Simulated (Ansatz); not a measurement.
## TePb: what symmetry allows forces and stress to be

```xyz
2
Lattice="0.0512 3.0806 3.1121 3.0806 0.0512 3.1121 3.1584 3.1584 -0.0267" Properties=species:S:1:pos:R:3 pbc="T T T"
Te    3.2447    3.0455    3.0987
Pb   -0.0996    0.0996    0.0000
```

Level of theory: Ansatz 0.2.0, DFT PBE, scalar-relativistic, plane waves, PAW.

Cutoff 420 eV; k points 8×8×8 on the computed 2-atom cell (Γ-centred); Gaussian smearing, width 0.02 eV; no spin polarisation.

This distorted cell has space group C2, with 2 operations.

Without a calculation: in which directions can each atom feel a force?

A force must be left unchanged by every operation that keeps its atom in place, so it lies in the space that those operations leave fixed. Atoms that the group maps onto each other feel forces of one size.
```csv
atom,site symmetry,operations at the site,equivalent to atom,allowed force (Cartesian)
Te1,2,2,1,"along (0.71, -0.71, 0.00)"
Pb2,2,2,2,"along (0.71, -0.71, 0.00)"
```

That leaves 2 independent force components of 6, tied by 1 condition that the forces sum to zero, so 1 remains. A relaxation in this cell that keeps the symmetry moves the atoms in these directions alone.

And the stress tensor?

It must be invariant under the point group, which leaves 4 independent components: xx = yy, yz = xz.

Do the computed values obey this?

Yes. Forces (eV/Å):
```
Te1 -0.638  0.638  0.000
Pb2  0.638 -0.638  0.000
```

Stress (GPa, compression positive, xx yy zz yz xz xy): 12.42 12.42 7.92 0.10 0.10 -0.13. The program imposes the same operations on density, forces and stress, so this confirms the analysis and is no independent test of the calculation.

Spin–orbit coupling is left out, which can shift energies with elements as heavy as these.